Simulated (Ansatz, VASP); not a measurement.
## GaN in VASP and in Ansatz

INCAR

```
PREC     = Accurate       # precision mode
ENCUT    = 520            # plane-wave cutoff, eV
EDIFF    = 1E-6           # SCF threshold, eV
ISMEAR   = 0              # smearing method
SIGMA    = 0.01           # smearing width, eV
LREAL    = False          # projectors in reciprocal space
LASPH    = True           # aspherical terms in the spheres
NELM     = 100            # most SCF steps
ALGO     = Normal         # electronic algorithm
ISIF     = 2              # what is computed and relaxed
LWAVE    = False          # write WAVECAR
LCHARG   = False          # write CHGCAR
GGA      = PE             # functional
NBANDS   = 16             # bands
```

File KPOINTS:

```
Automatic mesh
0
Gamma
  6 6 6
```

Contents of POSCAR:

```
GaN
1.0
    0.0000000000      2.2489525415      2.2489525415
    2.2489525415      0.0000000000      2.2489525415
    2.2489525415      2.2489525415      0.0000000000
Ga N
1 1
Direct
    0.0000000000      0.0000000000      0.0000000000
    0.2500000000      0.2500000000      0.2500000000
```

Input for Ansatz:

```yaml
crystal:
  lattice:
    - [0.0, 2.2489525415, 2.2489525415]
    - [2.2489525415, 0.0, 2.2489525415]
    - [2.2489525415, 2.2489525415, 0.0]
  atoms:
    - { symbol: Ga, position: [0.0, 0.0, 0.0] }
    - { symbol: "N", position: [0.25, 0.25, 0.25] }
kpoints:
  mp_grid: { grid: [6, 6, 6] }
hamiltonian:
  xc: pbe
scf:
  occupations: { method: fixed }
  n_extra_bands: 4
output:
  forces: true
  stress: true
  eigenvalues: true
basis:
  xc_grid: 1
```

Alike in both runs: task single point; functional PBE; k mesh 6 × 6 × 6; no spin polarisation.

|  | VASP | Ansatz |
| --- | --- | --- |
| version | VASP 6.6.1 | Ansatz 0.2.0 |
| potentials or method | VASP PAW PBE potentials, release 64 (Ga_d, N) | plane waves |
| plane-wave cutoff (eV) | 520 | 420 |
| occupations | gaussian, width 0.01 eV | fixed |
| valence electrons in the cell | 18 | 18 |

VASP gave:

```
gap on the k mesh at the Fermi level (eV) : 1.76
pressure (GPa)                            : 6.2
```

Task: Which values does Ansatz return?

Result: gap on the k mesh at the Fermi level (eV): 1.75; pressure (GPa): 6.2.

A hybrid or GW would open this gap; PBE tends to underestimate it.
